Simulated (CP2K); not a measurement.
## Pt under changes of volume

One of the cells (15.904 Å³/atom); the others are scaled copies at fixed shape and fractional positions:

```xyz
1
Lattice="2.7439 0.0000 0.0000 -0.9146 2.5870 0.0000 -0.9146 -1.2935 2.2404" Properties=species:S:1:pos:R:3 pbc="T T T"
Pt    0.0000    0.0000    0.0000
```

This isn't the form of Pt at room conditions, which is fcc.

| Quantity | Value |
| --- | --- |
| Program | CP2K 2026.2 |
| Functional | PBE |
| Potentials or basis | POTENTIAL_UZH Pt GTH-PBE-q18; TZVP-MOLOPT-PBE-GTH basis |
| Density cutoff | 6123 eV |
| k mesh | 12 × 12 × 12 |
| Occupations | fermi-dirac, width 0.05 eV |
| Spin | no spin polarisation |

```csv
volume (Å³/atom),energy over the lowest point (meV/atom),pressure (GPa)
14.950,?,?
15.268,14.80,9.4
15.586,2.06,3.7
15.904,0.00,-1.4
16.222,7.33,-5.8
16.540,22.90,-9.7
16.858,45.70,-13.1
```

What does the run at 14.950 Å³/atom give?

Energy over the lowest point 39.67 meV/atom; pressure 15.9 GPa.

Worked out: A Birch-Murnaghan fit of order 3 (a polynomial in V^(-2/3)) to the other rows has its minimum at 15.81 Å³/atom with B0 = V·E''(V) = 244 GPa and B' = 5.4. It gives 39.70 meV/atom at 14.950 Å³/atom, against the run's 39.67, and -dE/dV = 15.9 GPa, against 15.9.

Energies are extrapolated to zero smearing.

Caveats: the basis of atomic orbitals isn't converged, which shifts pressures, moduli and gaps.
